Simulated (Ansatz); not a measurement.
# Bi2Te3 (Tellurobismuthite) (R-3m) in Ansatz: further runs

Runs on Bi2Te3 (Tellurobismuthite). Level: PBE. Tasks: relaxation of cell and atoms.

All numbers are computed with Ansatz 0.2.0; they aren't measurements. Logs are shortened: lines on timing, memory, paths and dates and some standing lists are left out, and cuts for length are marked.

**1. The structure**

The structure is trigonal, space group R-3m (No. 166). The conventional cell has a = 4.386 Å, b = 4.386 Å, c = 30.497 Å, α = 90.00°, β = 90.00°, γ = 120.00°. Bi (site symmetry 3m) is surrounded by 6 Te at 3.07 to 3.25 Å. Around Te (site symmetry 3m) lie 3 Bi at 3.07 Å. Te (site symmetry -3m) is surrounded by 6 Bi at 3.25 Å.

**2. Relaxation of cell and atoms, PBE**

File input.yaml:

```yaml
crystal:
  lattice:
    - [2.193, 1.2661291403, 10.1656666667]
    - [-2.193, 1.2661291403, 10.1656666667]
    - [0.0, -2.5322582807, 10.1656666667]
  atoms:
    - { symbol: Bi, position: [0.6, 0.6, 0.6] }
    - { symbol: Bi, position: [0.4, 0.4, 0.4] }
    - { symbol: Te, position: [0.7905, 0.7905, 0.7905] }
    - { symbol: Te, position: [0.2095, 0.2095, 0.2095] }
    - { symbol: Te, position: [0.0, 0.0, 0.0] }
hamiltonian:
  xc: pbe
  pseudopotentials: { kind: paw, source: ansatz }
kpoints:
  mp_grid: { grid: [7, 7, 7] }
scf:
  occupations: { method: fermi_dirac, width: 0.05 }
output:
  forces: true
  stress: true
  eigenvalues: true
relax:
  f_tol: 0.01
  max_steps: 40
  cell: { stress_tol: 0.05 }
```

Potentials or basis: Ansatz PAW earlier set.

The run is started by

```console
$ ansatz run input.yaml --threads 2 --pin off --max-ram 5632MiB --backend cpu --events-out ev --progress --plain --runs-dir out
```

The program printed:

```text
Warning: RAYON_NUM_THREADS=2 ignored (pool sized by the plan → 2); use --threads N
basis.fft_grid_basis auto: the FFT boxes are laid along the combinations [[1, 0, -1], [0, 1, -1], [0, 0, 1]] of the cell's own vectors, 4.386, 4.386 and 10.476 Å long. The dense box has 40×40×90 points. Along the cell's own vectors, as sized, it would have 90×90×90, 5.06 times as many. Of the 12 symmetry operations that the crystal satisfies within crystal.symmetry.tolerance (time reversal apart; of a slab, those that keep its plane) the dense box along the cell's own vectors carries 12, and the one as laid loses 8 of those. basis.fft_grid_basis: typed keeps the cell's own vectors: state it where this run's energies or levels are differenced outside the engine with another run's, or held beside a run that keeps those vectors.
Engine: ansatz 0.2.0, x86_64-unknown-linux-gnu
Pseudopotentials: kind: paw
Pseudopotential: Bi, paw, valence charge 23, recommended cutoff 500 eV (normal), Bi.paw.azcp
Pseudopotential: Te, paw, valence charge 16, recommended cutoff 640 eV (normal), Te.paw.azcp
Functional definition: PBE
  parameter kappa = 0.804
  parameter beta = 0.06672455060314922
  exchange = pbe_x(kappa = kappa, mu = beta*pi^2/3)
  correlation = pbe_c(beta = beta)
Crystal: 5 atoms, lattice volume = 169.357 Å³
Basis set: ecut = 640 eV, 6203 PW (Γ), FFT grids on a1−a3, a2−a3, a3, exchange–correlation on 80×80×180 points (8 copies of the dense FFT grid, shifted against one another)
Bands: 57, of which v1, the nominal top of the filled ones, is band 47 counted from 1 (46 counted from 0)
Symmetry: 12 space group operations
Space group: R-3m (ITA 166), of the structure as read, at distance tolerance 5.5e-5 Å
k-points: 44 of 343
Non-local potential: Bi, projectors of the file, l = 0: 3, l = 1: 3, l = 2: 3, l = 3: 2
Non-local potential: Te, projectors of the file, l = 0: 2, l = 1: 2, l = 2: 3, l = 3: 2
PAW form: soft (Blöchl's): semilocal exchange-correlation on the pseudo side does not see the compensation charge
PAW one-centre angular grid: Bi, 590 points (default); XC on 64 Gauss nodes
PAW one-centre angular grid: Te, 590 points (default); XC on 64 Gauss nodes
Initial density: superposition of atomic densities (chi_scale 0.1, normalization cell, long waves kept (reshape's long-wave potential 0.07 eV rms))
[... 136 lines left out ...]
  E_local      = -17715.982082  (includes V_loc(G=0)·N_el)
  E_nonlocal   = 1491.836091
  E_hartree    = 6927.408522
  E_xc         = -2725.175322
  E_vxc        = -1128.938752  (∫ρ·V_xc dr)
  E_paw        = -33370.627623  (= ΣΔE_a)
  E_vpaw       = -1967.932666  (= ΣTr[D̂ρ^β])
  E_aug_tail   = 0.000616  (compensation charges beyond the density's cutoff)
  E_ewald      = -10602.783677
  E_smearing   = -0.000061  (= −TS)
  E_closure    = 0.000000  (closes the sum)
  Σ components = -53095.296639   (vs F -53095.296639, Δ=0.00e0)
--- Forces (eV/Å), atoms counted from 1 ---
  atom   1  Bi    -0.00000000    -0.00000000     0.00056127
  atom   2  Bi     0.00000000     0.00000000    -0.00056127
  atom   3  Te    -0.00000000    -0.00000000     0.00029711
  atom   4  Te     0.00000000     0.00000000    -0.00029711
  atom   5  Te     0.00000000     0.00000000    -0.00000000
  max |Σ_I F_I| component: 5.42e-20 eV/Å
--- Stress (GPa, compression-positive) ---
       -0.002308       0.000000       0.000000
        0.000000      -0.002308      -0.000000
        0.000000      -0.000000       0.000679
  P = ⅓ Tr σ = -0.0013 GPa (-0.013 kbar)
--- Band table (eV; the first three rows and the last of 44) ---
  k-point 0: bands = ["-144.5138", "-144.5138", "-82.6347", "-82.6347", "-82.6347", "-82.6347", "-82.6346", "-82.6346", "-27.4239", "-27.4239", "-27.4235", "-27.4235", "-27.4146", "-27.4146", "-27.4135", "-27.4135", "-27.4099", "-27.4098", "-27.2786", "-27.2723", "-27.2723", "-27.2436", "-27.2436", "-14.0700", "-14.0700", "-14.0686", "-14.0686", "-14.0636", "-14.0625", "-14.0599", "-14.0599", "-14.0588", "-14.0588", "-3.9149", "-3.3556", "-1.9009", "0.1397", "0.8186", "7.0510", "7.1267", "7.4461", "7.4461", "7.5792", "7.5792", "8.2644", "8.2644", "8.8785", "9.3825", "9.9509", "9.9509", "10.9281", "11.1327", "11.1327", "14.0929", "14.9375", "15.0811", "15.0811"]
  k-point 1: bands = ["-144.5138", "-144.5138", "-82.6347", "-82.6347", "-82.6347", "-82.6347", "-82.6346", "-82.6346", "-27.4238", "-27.4237", "-27.4235", "-27.4233", "-27.4147", "-27.4147", "-27.4136", "-27.4135", "-27.4097", "-27.4097", "-27.2786", "-27.2723", "-27.2723", "-27.2436", "-27.2434", "-14.0713", "-14.0698", "-14.0682", "-14.0669", "-14.0625", "-14.0616", "-14.0606", "-14.0600", "-14.0595", "-14.0585", "-3.7467", "-3.2071", "-1.7994", "0.0212", "0.6131", "6.2020", "6.3423", "6.9506", "6.9737", "7.4783", "7.9307", "8.1070", "8.1877", "8.4242", "10.1606", "10.4368", "10.4601", "10.9611", "11.2011", "11.6800", "13.7196", "14.3097", "15.2743", "15.2941"]
  k-point 2: bands = ["-144.5138", "-144.5138", "-82.6347", "-82.6347", "-82.6347", "-82.6347", "-82.6346", "-82.6346", "-27.4238", "-27.4235", "-27.4233", "-27.4229", "-27.4148", "-27.4148", "-27.4138", "-27.4134", "-27.4095", "-27.4095", "-27.2784", "-27.2724", "-27.2723", "-27.2436", "-27.2430", "-14.0749", "-14.0731", "-14.0656", "-14.0639", "-14.0636", "-14.0618", "-14.0588", "-14.0584", "-14.0574", "-14.0572", "-3.2591", "-2.7987", "-1.5544", "-0.4393", "0.0816", "5.0966", "5.7967", "6.0928", "6.4142", "6.8974", "7.1003", "8.0725", "8.2192", "8.3886", "10.0334", "10.6283", "10.7362", "11.6581", "11.8724", "12.8757", "13.0185", "14.7632", "15.0128", "16.1288"]
  k-point 43: bands = ["-144.5138", "-144.5138", "-82.6347", "-82.6347", "-82.6347", "-82.6347", "-82.6346", "-82.6346", "-27.4238", "-27.4237", "-27.4235", "-27.4233", "-27.4147", "-27.4147", "-27.4136", "-27.4135", "-27.4097", "-27.4097", "-27.2786", "-27.2723", "-27.2723", "-27.2436", "-27.2434", "-14.0713", "-14.0698", "-14.0682", "-14.0669", "-14.0625", "-14.0616", "-14.0606", "-14.0600", "-14.0595", "-14.0585", "-3.6869", "-3.3293", "-1.5986", "-0.3362", "0.8437", "6.0685", "6.6723", "7.0207", "7.0441", "7.2868", "7.3130", "8.2408", "8.3522", "8.7692", "9.7320", "10.2346", "10.6085", "11.1500", "11.3724", "11.7146", "13.8676", "14.4236", "14.8771", "15.2790"]
--- Relaxed structure (8 steps of the walk, 8 accepted, 2 SCFs on fresh bases) ---
  F+E_penalty+E_count = -53095.29663943 eV   max|allowed force component| = 5.613e-4 eV/Å   (the final SCF, on the basis selected at the relaxed cell)
  cell:  # Å, volume = 182.5891 Å³
    - [2.224851012624945, 1.2845183310283654, 10.648349930282436]
    - [-2.224851012624945, 1.2845183310283654, 10.648349930282436]
    - [1.1249796280733752e-32, -2.5690366621091045, 10.648349930276117]
  atoms:
    - { symbol: Bi, position: [0.6023905892148665, 0.6023905892148665, 0.6023905892148664] }
    - { symbol: Bi, position: [0.3976094107851336, 0.3976094107851336, 0.39760941078513357] }
    - { symbol: Te, position: [0.7848098276162893, 0.7848098276162893, 0.7848098276162891] }
    - { symbol: Te, position: [0.21519017238371074, 0.21519017238371074, 0.21519017238371071] }
    - { symbol: Te, position: [-1.3651625872587967e-19, -1.3651625872587964e-19, -1.365162587226857e-19] }
```

It took 69 s on 2 threads of AMD EPYC 9R45 (Zen 5), shared host; peak memory 1.1 GiB.

What came out:

```
Free energy                            : -53095.2966 eV
Relaxed volume                         : 36.52 Å³/atom
Relaxed cell                           : a = 10.954 Å, b = 10.954 Å, c = 10.954 Å, α = 23.44°, β = 23.44°, γ = 23.44°
Space group after relaxing (to 0.05 Å) : R-3m (No. 166)
Energy gained by relaxing              : 13.4 meV/atom
Ionic steps                            : 10
Pressure after relaxing                : 0.0 GPa
Band gap on the k mesh                 : 0.50 eV, direct
```

Step by step:
```
step  energy change (eV)  largest force (eV/Å)  volume (Å³)
   1              0.0000                0.0388       169.36
   2             -0.0408                0.2043       180.79
   3             -0.0579                0.0429       178.74
   4             -0.0626                0.0635       179.73
   5             -0.0657                0.0383       180.96
   6             -0.0664                0.0059       181.88
   7             -0.0669                0.0059       181.88
   8             -0.0671                0.0020       182.30
   9             -0.0671                0.0006       182.59
  10             -0.0671                0.0006       182.59
```

Final structure:
```
CELL_PARAMETERS angstrom
2.22485 1.28452 10.64835
-2.22485 1.28452 10.64835
0.00000 -2.56904 10.64835
ATOMIC_POSITIONS crystal
Bi 0.60239 0.60239 0.60239
Bi 0.39761 0.39761 0.39761
Te 0.78481 0.78481 0.78481
Te 0.21519 0.21519 0.21519
Te 0.00000 0.00000 0.00000
```

Levels at points of the mesh, in eV from the valence-band top:
```csv
k point,band 44,band 45,band 46,band 47,band 48,band 49,band 50,band 51
"(0.00, 0.00, 0.00)",-1.30,-0.61,-0.61,0.00,0.50,1.07,1.07,2.05
```

Caveat: odd divisions of the mesh miss points on the zone boundary, where band edges often lie, so the gap on the mesh can be too wide; the plane-wave basis is chosen anew once the cell has moved, so the energies of steps on either side of that aren't comparable; spin-orbit coupling is left out, which as a rule narrows the gap of such compounds by several tenths of an eV. A k mesh can miss the band edges.

**3. Relaxation of cell and atoms, PBE**

Edit input.yaml of step 2 so:

```diff
@@ -13,3 +13,3 @@
   xc: pbe
-  pseudopotentials: { kind: paw, source: ansatz }
+  pseudopotentials: { kind: nc }
 kpoints:
```

Potentials or basis: Ansatz NC.

The run is started by

```console
$ ansatz run input.yaml --threads 2 --pin off --max-ram 5632MiB --backend cpu --events-out ev --progress --plain --runs-dir out
```

It took 2.2 min on 2 threads of AMD EPYC 9R45 (Zen 5), shared host; peak memory 1.5 GiB.

It converged, with:

```
Free energy                            : -14011.1233 eV
Relaxed volume                         : 36.47 Å³/atom
Relaxed cell                           : a = 10.937 Å, b = 10.937 Å, c = 10.937 Å, α = 23.48°, β = 23.48°, γ = 23.48°
Space group after relaxing (to 0.05 Å) : R-3m (No. 166)
Energy gained by relaxing              : 13.5 meV/atom
Ionic steps                            : 7
Pressure after relaxing                : 0.0 GPa
Band gap on the k mesh                 : 0.49 eV, direct
```

Step by step:
```csv
step,energy change (eV),largest force (eV/Å),volume (Å³)
1,0.0000,0.0392,169.36
2,-0.0410,0.2047,180.81
3,-0.0581,0.0418,178.84
4,-0.0629,0.0637,179.85
5,-0.0667,0.0053,181.41
6,-0.0670,0.0010,182.37
7,-0.0674,0.0010,182.37
```

Final structure:
```yaml
crystal:
  lattice:
    - [2.22526, 1.28475, 10.63139]
    - [-2.22526, 1.28475, 10.63139]
    - [0.00000, -2.56951, 10.63139]
  atoms:
    - { symbol: Bi, position: [0.60230, 0.60230, 0.60230] }
    - { symbol: Bi, position: [0.39770, 0.39770, 0.39770] }
    - { symbol: Te, position: [0.78497, 0.78497, 0.78497] }
    - { symbol: Te, position: [0.21503, 0.21503, 0.21503] }
    - { symbol: Te, position: [0.00000, 0.00000, 0.00000] }
```

Levels at points of the mesh, in eV from the valence-band top:
```csv
k point,band 37,band 38,band 39,band 40,band 41,band 42
"(0.00, 0.00, 0.00)",-0.62,-0.62,0.00,0.49,1.06,1.06
```

Caveat: odd divisions of the mesh miss points on the zone boundary, where band edges often lie, so the gap on the mesh can be too wide; the plane-wave basis is chosen anew once the cell has moved, so the energies of steps on either side of that aren't comparable; spin-orbit coupling is left out, which as a rule narrows the gap of such compounds by several tenths of an eV. A k mesh can miss the band edges.
